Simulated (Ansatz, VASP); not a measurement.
# GaP in two plane-wave programs

Wanted: the spread between two codes on one cell, functional and k mesh. The cell is taken from a series of runs on this material, whose earlier steps may have relaxed, scaled, displaced or heated it; both programs get it as it stands.

Calculated with Ansatz 0.2.0; plane waves, with VASP 6.6.1 beside it; single point at LDA.

**1. The starting structure**

It takes space group R3m (No. 160, trigonal). The conventional cell has a = 3.777 Å, b = 3.777 Å, c = 9.518 Å, α = 90.00°, β = 90.00°, γ = 120.00°. Nearest to Ga lie 4 P at 2.33 to 2.36 Å. P has 4 Ga at 2.33 to 2.36 Å nearest. Farther neighbours are not listed.

Structure file:

```cif
data_structure
_symmetry_space_group_name_H-M 'R3m:H'
_symmetry_Int_Tables_number 160
_cell_length_a 3.7770
_cell_length_b 3.7770
_cell_length_c 9.5176
_cell_angle_alpha 90.000
_cell_angle_beta 90.000
_cell_angle_gamma 120.000
_cell_volume 117.59
loop_
_atom_site_label
_atom_site_type_symbol
_atom_site_symmetry_multiplicity
_atom_site_Wyckoff_symbol
_atom_site_fract_x
_atom_site_fract_y
_atom_site_fract_z
_atom_site_occupancy
Ga1 Ga 3 a 0.00000 0.00000 0.00127 1
P1 P 3 a 0.00000 0.00000 0.24873 1
```

**2. Ansatz: single point, LDA, pair 1**

Ansatz runs on its default PAW (the set named soft_2) files.

With cell and atoms fixed, the geometry can't cause a difference; cores, projectors, grids and the points listed under the comparison can.

The input, input.yaml:

```yaml
crystal:
  lattice:
    - [-1.8885019023, -1.0903270801, 3.1725420988]
    - [1.8885019023, -1.0903270801, 3.1725420988]
    - [0.0, 2.180654165, 3.1725420971]
  atoms:
    - { symbol: Ga, position: [-0.0012690052, -0.0012690052, -0.0012690052] }
    - { symbol: P, position: [0.7512690052, 0.7512690052, 0.7512690052] }
kpoints:
  mp_grid: { grid: [6, 6, 6] }
  band_path:
    path:
      - [[0.0, 0.0, 0.0], [-0.5, -0.5, -0.5], [-0.5, -0.24512303, -0.75487697]]
      - [[-0.24512303, 0.24512303, -0.5], [0.0, 0.0, -0.5], [0.0, 0.0, 0.0], [0.0, 0.37256151, -0.37256151]]
      - [[-0.37256151, 0.0, -0.62743849], [-0.5, 0.0, -0.5], [0.0, 0.0, 0.0]]
    npoints: 10
hamiltonian:
  xc: lda
scf:
  occupations: { method: fermi_dirac, width: 0.02 }
  n_extra_bands: 30
output:
  eigenvalues: true
  fatbands: true
```

On the command line:

```sh
$ ansatz run input.yaml --threads 8 --pin off --max-ram 18432MiB --backend cpu --events-out ev --progress --plain --runs-dir out
```

Numbers of over 12 decimals in the logs are rounded to 6 here.

Log:

```text
scf.n_extra_bands = 30 over 9 filled bands (N_el = 18.0): the run solves 39 bands
Engine: ansatz 0.2.0, x86_64-unknown-linux-gnu
Pseudopotentials: kind: paw
Pseudopotential: Ga, paw, valence charge 13, recommended cutoff 420 eV (normal), Ga.paw.azcp
Pseudopotential: P, paw, valence charge 5, recommended cutoff 420 eV (normal), P.paw.azcp
Functional definition: SPW92
  exchange = slater_x
  correlation = pw_c
Crystal: 2 atoms, lattice volume = 39.195 Å³
Basis set: ecut = 420 eV, 749 PW (Γ)
Bands: 39, of which v1, the nominal top of the filled ones, is band 9 counted from 1 (8 counted from 0)
Symmetry: 6 space group operations
Space group: R3m (ITA 160), of the structure as read, at distance tolerance 3.4e-5 Å
k-points: 32 of 216 (time reversal used)
Non-local potential: Ga, projectors of the file, l = 0: 2, l = 1: 2, l = 2: 3, l = 3: 1
Non-local potential: P, projectors of the file, l = 0: 2, l = 1: 2, l = 2: 2
PAW form: soft (Blöchl's): semilocal exchange-correlation on the pseudo side does not see the compensation charge
PAW frozen core: Ga, regenerated for the run's functional, and the local potential with it (the file was generated under x = pbe(κ = 0.804, μ = 0.219515), c = pbe(β = 0.066725))
PAW frozen core: P, regenerated for the run's functional, and the local potential with it (the file was generated under x = pbe(κ = 0.804, μ = 0.219515), c = pbe(β = 0.066725))
PAW one-centre angular grid: Ga, 590 points (default); XC on 64 Gauss nodes
PAW one-centre angular grid: P, 110 points (default); XC on 64 Gauss nodes
Initial density: superposition of atomic densities (neutral atoms: chi_scale 0, normalization atom), corrected by the library's trained network
Initial wavefunctions: pseudopotential atomic-orbital guess
Functional: x = slater, c = lda
SCF iter   1: F=—  HF=-4433.745265 eV  |F-HF|=—  |Δ(HF+E_count)|=         —  Δρ=5.92e-3  dr2=1.40e-2  ethr=1.77e-3  ⟨swp⟩=6.4  Hψ=6816  notcnv=0  defer=227
preconditioner: auto → none  [insulator: Δε(μ)=1.214 eV  Ē_g=33.688 eV  σ=0.020 eV  W_gap=1.00  n_scr=14 (ndim 8)  ℏωp=25.2 eV  f_vac=0.010  D(μ)=0.00/eV (n_scr^D=0)  ε∞_Penn≈1.6]
SCF iter   2: F=—  HF=-4433.741201 eV  |F-HF|=—  |Δ(HF+E_count)|=   4.06e-3  Δρ=3.24e-3  dr2=1.73e-3  ethr=7.80e-5  ⟨swp⟩=2.0  Hψ=1679  notcnv=0  defer=773
SCF iter   3: F=—  HF=-4433.740619 eV  |F-HF|=—  |Δ(HF+E_count)|=   5.82e-4  Δρ=9.73e-4  dr2=2.69e-4  ethr=9.61e-6  ⟨swp⟩=2.0  Hψ=930  notcnv=0  defer=781
SCF iter   4: F=—  HF=-4433.740507 eV  |F-HF|=—  |Δ(HF+E_count)|=   1.12e-4  Δρ=3.58e-4  dr2=2.26e-5  ethr=1.50e-6  ⟨swp⟩=2.1  Hψ=777  notcnv=0  defer=781
SCF iter   5: F=—  HF=-4433.740505 eV  |F-HF|=—  |Δ(HF+E_count)|=   2.13e-6  Δρ=1.69e-5  dr2=9.43e-8  ethr=1.25e-7  ⟨swp⟩=1.4  Hψ=489  notcnv=0  defer=781
SCF iter   6: F=-4433.740505 eV  HF=-4433.740505 eV  |F-HF|=3.35e-9  |Δ(HF+E_count)|=   1.25e-8  Δρ=4.65e-6  dr2=6.45e-9  ethr=5.24e-10  ⟨swp⟩=7.9  Hψ=7952  notcnv=0
SCF 1 converged in 6 iterations: F = -4433.740505 eV  dr2 = 6.45e-9
  greatest PAW one-centre occupation: 0.994 electrons in one spin orbital (limit 2), on the Ga atom at site 0 (counted from 0), in its partial waves of l = 2
NSCF: frozen V_eff on 73 k-points
SCF converged after 6 iterations
Free energy (F): -4433.740505 eV
Harris-Foulkes:  -4433.740505 eV  (|F-HF|=3.35e-9)
Internal energy: -4433.740505 eV  (E = F + TS)
E sigma→0 (E₀):  -4433.740505 eV
Fermi energy:    7.970307 eV
--- Per-component energies (eV) ---
  E_band       = -58.388786
  E_kinetic    = 187.737045
  E_local      = -2184.332318  (includes V_loc(G=0)·N_el)
  E_nonlocal   = 462.086325
  E_hartree    = 1009.250079
  E_xc         = -130.646333
  E_vxc        = -120.332844  (∫ρ·V_xc dr)
  E_paw        = -2452.844512  (= ΣΔE_a)
  E_vpaw       = -422.046622  (= ΣTr[D̂ρ^β])
  E_aug_tail   = -0.000117  (compensation charges beyond the density's cutoff)
  E_ewald      = -1326.836505
  E_core_change = 1.845831  (= ΣΔE_core)
  E_smearing   = -0.000000  (= −TS)
  E_closure    = -0.000000  (closes the sum)
  Σ components = -4433.740505   (vs F -4433.740505, Δ=0.00e0)
--- Band table (eV; the first three rows and the last of 32) ---
  k-point 0: bands = [... 5 lower, -5.5052, 7.1017, 7.3426, 7.3426, 9.0815, 10.8706, 11.1531, 11.1531, ... 26 higher]
  k-point 1: bands = [... 5 lower, -5.1277, 4.8578, 6.7360, 6.9248, 9.5521, 11.4488, 11.7191, 12.3600, ... 26 higher]
  k-point 2: bands = [... 5 lower, -4.1136, 1.9090, 6.1862, 6.3336, 8.9956, 11.8725, 12.0272, 14.8146, ... 26 higher]
  k-point 31: bands = [... 5 lower, -3.4460, 0.2997, 6.2318, 6.2318, 9.1508, 12.0198, 12.0198, 15.4990, ... 26 higher]
```

**3. VASP: single point, LDA, pair 1**

The same cell, functional (in two slightly different forms), mesh and smearing now go to VASP, with its own data sets.

Lines of VASP's logs that name or quote its potential files are left out, and so is its time.

The input, INCAR:

```
SYSTEM = GaP
PREC = Accurate
ENCUT = 400
EDIFF = 1E-06
NELM = 120
ISMEAR = -1
SIGMA = 0.02
LREAL = .FALSE.
ALGO = Normal
GGA = PW92
NBANDS = 15
LORBIT = 11
LWAVE = .FALSE.
LCHARG = .FALSE.
ISIF = 2
LASPH = .TRUE.
GGA_COMPAT = .FALSE.
EFERMI = MIDGAP
```

The input, POSCAR:

```
GaP
1.0
   -1.8885019023     -1.0903270801      3.1725420988
    1.8885019023     -1.0903270801      3.1725420988
    0.0000000000      2.1806541650      3.1725420971
Ga P
1 1
Direct
    0.9987309948      0.9987309948      0.9987309948
    0.7512690052      0.7512690052      0.7512690052
```

The input, KPOINTS:

```
Automatic mesh
0
Gamma
6 6 6
0 0 0
```

Potentials, in the order of the species: Ga_d and P (LDA family, release 64).

On the command line:

```sh
$ mpirun -np 1 vasp_std
```

Log:

```text
[banner, memory and clock lines left out]
running    1 mpi-ranks, on    1 nodes
 distrk:  each k-point on    1 cores,    1 groups
 distr:  one band on    1 cores,    1 groups

 POSCAR found type information on POSCAR GaP
 POSCAR found :  2 types and       2 ions
|                                                                             |
|               ----> ADVICE to this user running VASP <----                  |
|                                                                             |
|     You enforced a specific xc type in the INCAR file but a different       |
|     [... a line on the potential file left out ...]
|     I HOPE YOU KNOW WHAT YOU ARE DOING!                                     |
|                                                                             |

 LDA part: xc-table for (Slater(with rela. corr.)+PW92), standard interpolation
 POSCAR, INCAR and KPOINTS ok, starting setup
 FFT: planning ... GRIDC
 FFT: planning ... GRID_SOFT
 FFT: planning ... GRID
 WAVECAR not read
 entering main loop
       N       E                     dE             d eps       ncg     rms          rms(c)
DAV:   1     0.666202011693E+02    0.66620E+02   -0.79058E+03   992   0.150E+03
DAV:   2    -0.575429561195E+01   -0.72374E+02   -0.68950E+02  1079   0.271E+02
DAV:   3    -0.106814349563E+02   -0.49271E+01   -0.49109E+01  1191   0.612E+01
DAV:   4    -0.107598692731E+02   -0.78434E-01   -0.78405E-01  1201   0.836E+00
DAV:   5    -0.107615988978E+02   -0.17296E-02   -0.17295E-02  1226   0.107E+00    0.447E+00
DAV:   6    -0.104770167249E+02    0.28458E+00   -0.39162E-01  1510   0.113E+01    0.289E+00
DAV:   7    -0.104253166881E+02    0.51700E-01   -0.97920E-02  1265   0.226E+00    0.107E+00
DAV:   8    -0.104206719711E+02    0.46447E-02   -0.12852E-02  1220   0.131E+00    0.214E-01
DAV:   9    -0.104206312784E+02    0.40693E-04   -0.10915E-03  1429   0.439E-01    0.663E-02
DAV:  10    -0.104206279083E+02    0.33701E-05   -0.55240E-05  1468   0.883E-02    0.262E-02
DAV:  11    -0.104206342738E+02   -0.63655E-05   -0.95496E-06  1227   0.450E-02    0.791E-03
DAV:  12    -0.104206340172E+02    0.25657E-06   -0.66132E-07   837   0.916E-03
   1 F= -.10420634E+02 E0= -.10420634E+02  d E =-.556732E-15
```

Parts of OUTCAR (step 3):

```text
ion  position               nearest neighbor table
   1  0.999  0.999  0.999-   2 2.33   2 2.33   2 2.33   2 2.36
   2  0.751  0.751  0.751-   1 2.33   1 2.33   1 2.33   1 2.36

  LATTYP: Found a trigonal (rhomboedric) cell.
 ALAT       =     3.8497111509
 COS(alpha) =     0.5187080931

 Subroutine GETGRP returns: Found  6 space group operations
 (whereof  6 operations were pure point group operations)

The static configuration has the point symmetry C_3v.

 Found     32 irreducible k-points:

   k-points           NKPTS =     32   k-points in BZ     NKDIM =     32   number of bands    NBANDS=     15

   dimension x,y,z NGX =    28 NGY =   28 NGZ =   28
   dimension x,y,z NGXF=    56 NGYF=   56 NGZF=   56

   ENCUT  =  400.0 eV  29.40 Ry    5.42 a.u.   6.28  6.28  6.28*2*pi/ulx,y,z

   NELECT =      18.0000    total number of electrons

 k-points in reciprocal lattice and weights: Automatic mesh
   0.00000000  0.00000000  0.00000000       0.005
   0.16666667  0.00000000  0.00000000       0.028
   0.33333333  0.00000000  0.00000000       0.028
   0.50000000  0.00000000  0.00000000       0.014
   0.16666667  0.16666667  0.00000000       0.028
   0.33333333  0.16666667  0.00000000       0.056
   0.50000000  0.16666667  0.00000000       0.056
  -0.33333333  0.16666667  0.00000000       0.056
  -0.16666667  0.16666667  0.00000000       0.028
[...]
-0.33333333  0.50000000  0.33333333       0.028
   0.50000000  0.50000000  0.50000000       0.005

 average (electrostatic) potential at core
       1 -66.2762       2 -84.3007

 E-fermi :   5.5677

 k-point     1 :       0.0000    0.0000    0.0000
  band No.  band energies     occupation
    ...
      5      -9.8154      2.00000
      6      -7.9029      2.00000
      7       4.6935      2.00000
      8       4.9352      2.00000
      9       4.9352      2.00000
     10       6.6996      0.00000
     11       8.4717      0.00000
     12       8.7534      0.00000
     13       8.7534      0.00000
     14      13.5009      0.00000
    ...

 k-point     2 :       0.1667    0.0000    0.0000
  band No.  band energies     occupation
    ...
      5      -9.8148      2.00000
      6      -7.5255      2.00000
      7       2.4569      2.00000
      8       4.3282      2.00000
      9       4.5178      2.00000
     10       7.1604      0.00000
     11       9.0503      0.00000
     12       9.3206      0.00000
     13       9.9661      0.00000
     14      13.6928      0.00000
    ...

 k-point     3 :       0.3333    0.0000    0.0000
  band No.  band energies     occupation
    ...
      5      -9.8096      2.00000
      6      -6.5109      2.00000
      7      -0.4910      2.00000
      8       3.7790      2.00000
      9       3.9271      2.00000
     10       6.6029      0.00000
     11       9.4754      0.00000
     12       9.6292      0.00000
     13      12.4171      0.00000
     14      14.2037      0.00000
    ...

  Total        0.2914829      0.2914829     -0.7106259      0.0000000     -0.0000000      0.0000000
  in kB       11.9149095     11.9149095    -29.0481681      0.0000000     -0.0000000      0.0000000
  external PRESSURE =      -1.7394497 kB  Pullay stress =       0.0000000 kB

  energy-cutoff  :      400.00
  volume of cell :       39.20
      direct lattice vectors                 reciprocal lattice vectors
    -1.888501902 -1.090327080  3.172542099    -0.264760125 -0.152859329  0.105068214
     1.888501902 -1.090327080  3.172542099     0.264760125 -0.152859329  0.105068214
     0.000000000  2.180654165  3.172542097     0.000000000  0.305718659  0.105068214

 POSITION                                       TOTAL-FORCE (eV/Angst)
 -----------------------------------------------------------------------------------
      0.00000      0.00000      9.50555         0.000000      0.000000      0.000794
      0.00000      0.00000      7.15030         0.000000     -0.000000     -0.000794
 -----------------------------------------------------------------------------------
    total drift:                                0.000000      0.000000      0.000454

  FREE ENERGIE OF THE ION-ELECTRON SYSTEM (eV)
  ---------------------------------------------------
  free  energy   TOTEN  =       -10.4206340172 eV

  energy  without entropy=      -10.4206340172  energy(sigma->0) =      -10.42063402

 total charge
# of ion       s       p       d       tot
------------------------------------------
    1        0.876   0.896  10.018  11.790
    2        1.021   1.537   0.000   2.558
--------------------------------------------------
tot          1.897   2.433  10.018  14.348

[... 3 further parts left out ...]
```

The run ends at a pressure of -0.17 GPa, with forces up to 7.9e-4 eV/Å.

**4. Differences**

Known differences besides the potentials themselves: the cutoff is 420 eV in Ansatz and 400 eV in VASP; VASP's log shows a relativistic correction to its local exchange, Ansatz's none. Total energies have different zeros and are not compared.

Both answers:

```
              quantity  Ansatz   VASP  difference
gap on the k mesh (eV)   1.264  1.265      -0.001
```

A gap on the mesh is an upper bound, since the band edges may lie between its points.

**5. Ansatz: single point, LDA, pair 2**

A single point gives forces, pressure and levels at one fixed geometry, so differences don't come from the geometry; what else differs is listed under the comparison. The cell compared in this pair holds 41.14 Å³, against 39.20 Å³ for the pair before.

The cell is taken from a series of runs on this material, whose earlier steps may have relaxed, scaled, displaced or heated it; both programs get it as it stands.

The input, input.yaml:

```yaml
crystal:
  lattice:
    - [-1.9463131851, -1.1237044396, 3.1351509082]
    - [1.9463131851, -1.1237044396, 3.1351509082]
    - [0.0, 2.2474088843, 3.1351509064]
  atoms:
    - { symbol: Ga, position: [0.0005630901, 0.0005630901, 0.0005630901] }
    - { symbol: P, position: [0.7494369099, 0.7494369099, 0.7494369099] }
kpoints:
  mp_grid: { grid: [6, 6, 6] }
  band_path:
    path:
      - [[0.0, 0.0, 0.0], [0.5, 0.5, 0.5], [0.5, 0.7474685, 0.2525315]]
      - [[0.2525315, 0.5, -0.2525315], [0.0, 0.5, 0.0], [0.0, 0.0, 0.0], [0.0, 0.37626575, -0.37626575]]
      - [[0.37626575, 0.62373425, 0.0], [0.5, 0.5, 0.0], [0.0, 0.0, 0.0]]
    npoints: 10
hamiltonian:
  xc: lda
scf:
  occupations: { method: fermi_dirac, width: 0.02 }
  n_extra_bands: 30
output:
  eigenvalues: true
  fatbands: true
```

On the command line:

```sh
$ ansatz run input.yaml --threads 8 --pin off --max-ram 18432MiB --backend cpu --events-out ev --progress --plain --runs-dir out
```

Log:

```text
[...]
Crystal: 2 atoms, lattice volume = 41.141 Å³
Basis set: ecut = 420 eV, 833 PW (Γ)
Bands: 39, of which v1, the nominal top of the filled ones, is band 9 counted from 1 (8 counted from 0)
Symmetry: 6 space group operations
[...]
k-points: 32 of 216 (time reversal used)
[...]
--- Band table (eV; the first three rows and the last of 32) ---
  k-point 0: bands = [... 5 lower, -5.7550, 6.6146, 6.6146, 6.7067, 8.1109, 10.3776, 10.3776, 10.5471, ... 26 higher]
  k-point 1: bands = [... 5 lower, -5.4092, 4.1857, 6.2564, 6.3284, 8.8422, 10.9218, 11.0422, 11.4498, ... 26 higher]
  k-point 2: bands = [... 5 lower, -4.4867, 1.4072, 5.7402, 5.7953, 8.3578, 11.3316, 11.4117, 13.9512, ... 26 higher]
  k-point 31: bands = [... 5 lower, -3.6619, 0.0385, 5.4737, 5.4737, 7.9604, 11.2027, 11.2027, 14.5903, ... 26 higher]
[key lines of the parts left out:]
SCF converged after 6 iterations
Free energy (F): -4433.722641 eV
Fermi energy:    7.333734 eV
```

Between step 4 and this run (cell volume +5.0 %) the value for the gap on the k-mesh moves from 1.26 to 1.25.

**6. VASP: single point, LDA, pair 2**

The same cell, functional (in two slightly different forms), mesh and smearing now go to VASP, with its own data sets.

INCAR is that of step 3.

The input, POSCAR:

```
GaP
1.0
   -1.9463131851     -1.1237044396      3.1351509082
    1.9463131851     -1.1237044396      3.1351509082
    0.0000000000      2.2474088843      3.1351509064
Ga P
1 1
Direct
    0.0005630901      0.0005630901      0.0005630901
    0.7494369099      0.7494369099      0.7494369099
```

KPOINTS is that of step 3.

On the command line:

```sh
$ mpirun -np 1 vasp_std
```

Log:

```text
[banner, memory and clock lines left out]
running    1 mpi-ranks, on    1 nodes
[...]
[... a notice as in an earlier step ...]

 LDA part: xc-table for (Slater(with rela. corr.)+PW92), standard interpolation
 POSCAR, INCAR and KPOINTS ok, starting setup
[...]
entering main loop
       N       E                     dE             d eps       ncg     rms          rms(c)
DAV:   1     0.689158379964E+02    0.68916E+02   -0.80715E+03  1000   0.148E+03
DAV:   2    -0.536306990618E+01   -0.74279E+02   -0.71257E+02  1079   0.275E+02
DAV:   3    -0.106348105879E+02   -0.52717E+01   -0.52534E+01  1170   0.630E+01
DAV:   4    -0.107200134893E+02   -0.85203E-01   -0.85171E-01  1229   0.867E+00
[...]
DAV:  10    -0.104037231969E+02   -0.22684E-05   -0.47732E-05  1378   0.719E-02    0.287E-02
DAV:  11    -0.104037298455E+02   -0.66486E-05   -0.84161E-06  1165   0.452E-02    0.658E-03
DAV:  12    -0.104037296459E+02    0.19963E-06   -0.54346E-07   830   0.767E-03
   1 F= -.10403730E+02 E0= -.10403730E+02  d E =-.212692E-15
```

[end of part 1 of 2]

[Lines on the potential files, build, host, timing and source positions are cut from VASP's logs without a mark.]

[Logs are printed without paths, hosts, clocks, repeated set-up lines and the standing remarks that a program may print on its own settings, such as how far it seeks lower states.]

[Hosts, paths, dates, database ids (printed as entryN), source tags and the programs' standing remarks are cut or masked in the printed files.]
